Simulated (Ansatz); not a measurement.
Something may be wrong with this Ansatz 0.2.0 calculation of MoS2.

input.yaml

```yaml
crystal:
  lattice:
    - [1.5617557315, 0.8806134253, 6.15]
    - [-1.5982442685, 0.9438134253, 6.15]
    - [0.036488537, -1.8244268506, 6.15]
  atoms:
    - { symbol: Mo, position: [0.0, 0.0, 0.0] }
    - { symbol: S, position: [0.417, 0.417, 0.417] }
    - { symbol: S, position: [0.25, 0.25, 0.25] }
hamiltonian:
  xc: pbe
  pseudopotentials: { kind: paw }
kpoints:
  mp_grid: { grid: [8, 8, 8] }
  band_path:
    path:
      - [[-0.5, -0.5, -0.5], [0.0, 0.0, 0.0], [0.0, 0.0, 0.5]]
      - [[-0.5, -0.5, 0.0], [0.0, 0.0, 0.0], [0.0, 0.5, 0.0]]
      - [[-0.5, 0.0, -0.5], [0.0, 0.0, 0.0], [0.0, 0.5, 0.5]]
      - [[-0.5, 0.0, 0.0], [0.0, 0.0, 0.0]]
    npoints: 14
scf:
  occupations: { method: fermi_dirac, width: 0.05 }
  n_extra_bands: 7
  max_iter: "yes please"
output:
  forces: true
  stress: true
  eigenvalues: true
  fatbands: false
```

Potentials or basis: Ansatz PAW.

Command:

```console
$ ansatz run input.yaml --threads 2 --pin off --max-ram 5632MiB --backend cpu --events-out ev --progress --plain --runs-dir out
```

Output:

```text
Error: YAML parse error: error: line 25 column 13: invalid u64
  --> <input>:25:13
   |
23 |   occupations: { method: fermi_dirac, width: 0.05 }
24 |   n_extra_bands: 7
25 |   max_iter: "yes please"
   |             ^ invalid u64
26 | output:
27 |   forces: true
   |
```

**Question.** Diagnose the run.

**Answer.** The input was rejected before any iteration. The input holds a flaw that was put in on purpose: a value of the wrong type.
